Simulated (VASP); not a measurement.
A run of VASP 6.6.1:

The input INCAR:

```
SYSTEM = GaAs
ALGO = Normal ; EDIFF = 1E-7
EDIFFG = -0.005 ; ENCUT = 600
GGA = CA ; IBRION = 2
ISIF = 3 ; ISMEAR = 0
LASPH = .TRUE. ; LCHARG = .FALSE.
LREAL = .FALSE. ; LWAVE = .FALSE.
NELM = 80 ; NSW = 90
PREC = Accurate ; SIGMA = 0.03
```

The input KPOINTS:

```
k-points
0
G
  10 10 10
  0 0 0
```

POSCAR

```
GaAs                                    
1.0
   -0.0000000000      2.8053051464      2.8053051464
    2.8053051464     -0.0000000000      2.8053051464
    2.8053051464      2.8053051464     -0.0000000000
  Ga              As            
     1     1
Direct
     0.0000000000000000    0.0000000000000000    0.0000000000000000
     0.2500000000000000    0.2500000000000000    0.2500000000000000
```

Potentials or basis: VASP PAW LDA potentials, release 64 (Ga_d, As).

The run is started by

```bash
$ cat potpaw_LDA.64/Ga_d/POTCAR potpaw_LDA.64/As/POTCAR > POTCAR
$ mpirun -np 1 vasp_std > vasp.out
```

Hardware: 1 thread of AMD EPYC 7R13 Processor (Zen 3), on a shared host.

Question: How long does it take, and how much memory?

Answer: It took 22 s on 1 thread of AMD EPYC 7R13 Processor (Zen 3), on a shared host, peak memory 0.14 GiB. Counts: scf iterations 13, k points 47, ion steps 1.
